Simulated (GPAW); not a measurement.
Crystal: Rh.

```
Rh
1.0
     2.73098    0.00000    0.00000
    -1.36549    2.36510    0.00000
     0.00000    0.00000    4.42849
Rh
2
Cartesian
  0.0000 1.5767 1.1071
  1.3655 0.7884 3.3214
```

This isn't the form of Rh at room conditions, which is fcc.

```yaml
Program: GPAW 26.7.0
Task: single point
Functional: PBE
Potentials_or_basis: GPAW PAW data sets (gpaw-data 1.2.1)
Cutoff: 600 eV
Basis: pw
k_mesh: 11 × 11 × 6
Occupations: fermi-dirac, width 0.05 eV
Spin: no spin polarisation
```

On this cell: pressure -1.7 GPa; largest force under 0.003 eV/Å; band gap on the k mesh none (metal or under the smearing width).

The same run follows on a disturbed copy (atoms moved at random, drawn with an rms of 0.05 Å):

```
Rh
1.0
     2.73098    0.00000    0.00000
    -1.36549    2.36510    0.00000
     0.00000    0.00000    4.42849
Rh
2
Direct
  0.32688 0.64637 0.24212
  0.66512 0.35005 0.76055
```

Task: What does the disturbed cell give?

Result: The energy (extrapolated to zero smearing) moves by +25.4 meV/atom; pressure -0.4 GPa; largest force 0.893 eV/Å; band gap on the k mesh none (metal or under the smearing width).

Forces on the atoms (eV/Å):
```
Rh  -0.157  0.324  0.817
Rh   0.157 -0.324 -0.817
```

Stress tensor (GPa, compression positive):
```
 0.38 -0.45 -0.48
-0.45 -1.47  0.87
-0.48  0.87 -0.20
```
